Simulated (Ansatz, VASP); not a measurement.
Two plane-wave programs on Rh

File INCAR:

```
PREC     = Accurate       # precision mode
ENCUT    = 520            # plane-wave cutoff, eV
EDIFF    = 1E-6           # SCF threshold, eV
ISMEAR   = 0              # smearing method
SIGMA    = 0.15           # smearing width, eV
LREAL    = False          # projectors in reciprocal space
LASPH    = True           # aspherical terms in the spheres
NELM     = 60             # most SCF steps
ALGO     = Fast           # electronic algorithm
ISIF     = 2              # what is computed and relaxed
LWAVE    = False          # write WAVECAR
LCHARG   = True           # write CHGCAR
GGA      = PE             # functional
LELF     = True           # ELF
LVHAR    = True         
NBANDS   = 14             # bands
```

Contents of KPOINTS:

```
regular mesh
0
Gamma
  22 22 22
```

File POSCAR:

```
Rh
1.0
    0.0000000000      2.0121757254      2.0121757254
    2.0121757254      0.0000000000      2.0121757254
    2.0121757254      2.0121757254      0.0000000000
Rh
1
Direct
    0.0000000000      0.0000000000      0.0000000000
```

Input for Ansatz:

```yaml
crystal:
  lattice:
    - [0.0, 2.0121757254, 2.0121757254]
    - [2.0121757254, 0.0, 2.0121757254]
    - [2.0121757254, 2.0121757254, 0.0]
  atoms:
    - { symbol: Rh, position: [0.0, 0.0, 0.0] }
basis:
  ecutwfc: 420
kpoints:
  mp_grid: { grid: [22, 22, 22] }
hamiltonian:
  xc: pbe
  pseudopotentials: { kind: paw, azcp: { folder: soft_1 } }
scf:
  occupations: { method: gaussian, width: 0.15 }
output:
  forces: true
  stress: true
  eigenvalues: true
  write_density: true
  write_potential: true
  elf: true
  volumetric_format: npy
```

Alike in both runs: task single point; functional PBE; k mesh 22 × 22 × 22; occupations gaussian, width 0.15 eV; no spin polarisation.

|  | VASP | Ansatz |
| --- | --- | --- |
| version | VASP 6.6.1 | Ansatz 0.2.0 |
| potentials or method | VASP PAW PBE potentials, release 64 (Rh_pv) | scalar-relativistic, plane waves, PAW |
| plane-wave cutoff (eV) | 520 | 420 |
| valence electrons in the cell | 15 | 17 |

|  | VASP | Ansatz | Ansatz less VASP |
| --- | --- | --- | --- |
| gap on the k mesh at the Fermi level (eV) | none | none | - |
| pressure (GPa) | -25.8 | -25.7 | +0.03 |

A gap of «none» marks a metal or a gap that the smearing closes. The two sets of potentials don't hold the same shells in valence.

Caveats: so large a pressure means that the cell lies far from this level's equilibrium, or that cutoff or potentials fall short (VASP).
